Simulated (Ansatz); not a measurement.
Wurtzite BeO

Level of theory: r²SCAN (plane waves, PAW; Ansatz, a first-principles code).

Numerical settings: plane-wave cutoff 560 eV, 18×18×8 k mesh (along the axes of the cell as run), Fermi–Dirac smearing 0.01 eV, scalar-relativistic PAW data made under PBE.

Cell: relaxed at this level.

For wurtzite BeO, the volume per atom comes out as 6.85 Å³/atom and the bulk modulus is 225 GPa. The lattice parameter a comes out as 2.690 Å and the c axis length is 4.370 Å. The band gap is 8.55 eV (direct) and the width of the whole s-p valence band is 19.74 eV. The pressure derivative B′ of the bulk modulus comes out as 3.7.

Measured, for comparison: band gap 11.29 eV (zero-point renormalisation of 699 meV (computed, non-adiabatic AHC, without the lattice-expansion part) added back here; inputs from Miglio et al. (2020), arXiv:2011.12765); bulk modulus 212 GPa (room temperature, no zero-point or thermal correction, K' fixed at 4, our sources range from 212 to 224; as tabulated in High-pressure and high-temperature crystal chemistry of beryllium oxide (Scilit …); lattice constant a 2.698 Å, lattice parameter c 4.377 Å (temperature not stated, no zero-point or thermal correction; as tabulated in Wikipedia's data pages). Computed (rounded) less measured: band gap -2.74 eV, bulk modulus +6 % (+0.4 % to +6 % over the range), lattice constant a -0.3 %, lattice parameter c -0.2 %. A static lattice is as a rule a little smaller and stiffer than an uncorrected measurement, which can account for part of this.

Note: the bulk modulus comes from volumes at which shape and atoms were relaxed.

Static lattice: no zero-point or thermal effects.
